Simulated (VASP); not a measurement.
Input of a VASP 6.6.1 run:

File INCAR:

```
PREC = Accurate ; ENCUT = 600
EDIFF = 1E-6 ; ISMEAR = -1
SIGMA = 0.05 ; LREAL = False
LASPH = True ; NELM = 100
ALGO = Normal ; ISIF = 3
LWAVE = False ; LCHARG = False
IBRION = 2 ; NSW = 40
EDIFFG = -0.01
```

The input KPOINTS:

```
Automatic mesh
0
Gamma
  8 8 8
```

POSCAR

```
GaSb
1.0
    0.0000000000      3.0590000000      3.0590000000
    3.0590000000      0.0000000000      3.0590000000
    3.0590000000      3.0590000000      0.0000000000
Sb Ga
1 1
Direct
    0.7500000000      0.7500000000      0.7500000000
    0.0000000000      0.0000000000      0.0000000000
```

Potentials or basis: VASP PAW LDA potentials, release 64 (Sb, Ga_d).

Command:

```bash
$ cat potpaw_LDA.64/Sb/POTCAR potpaw_LDA.64/Ga_d/POTCAR > POTCAR
$ mpirun -np 1 vasp_std > vasp.out
```

Problem. Predict the relaxed cell.

Solution. a = 4.282 Å, b = 4.282 Å, c = 4.282 Å, α = 60.00°, β = 60.00°, γ = 60.00°.

Problem. What does it give for the relaxed volume?

Solution. 27.76 Å³/atom.

Problem. What does it give for the space group after relaxing (to 0.05 Å)?

Solution. F-43m (No. 216).

Problem. What does it give for the band gap on the k mesh?

Solution. 0.09 eV, direct.

Final structure:
```yaml
crystal:
  lattice:
    - [0.00000, 3.02794, 3.02794]
    - [3.02794, 0.00000, 3.02794]
    - [3.02794, 3.02794, 0.00000]
  atoms:
    - { symbol: Sb, position: [0.75000, 0.75000, 0.75000] }
    - { symbol: Ga, position: [0.00000, 0.00000, 0.00000] }
```

Caveat: spin-orbit coupling is left out, which moves the levels of the heavy elements. A k mesh can miss the band edges.
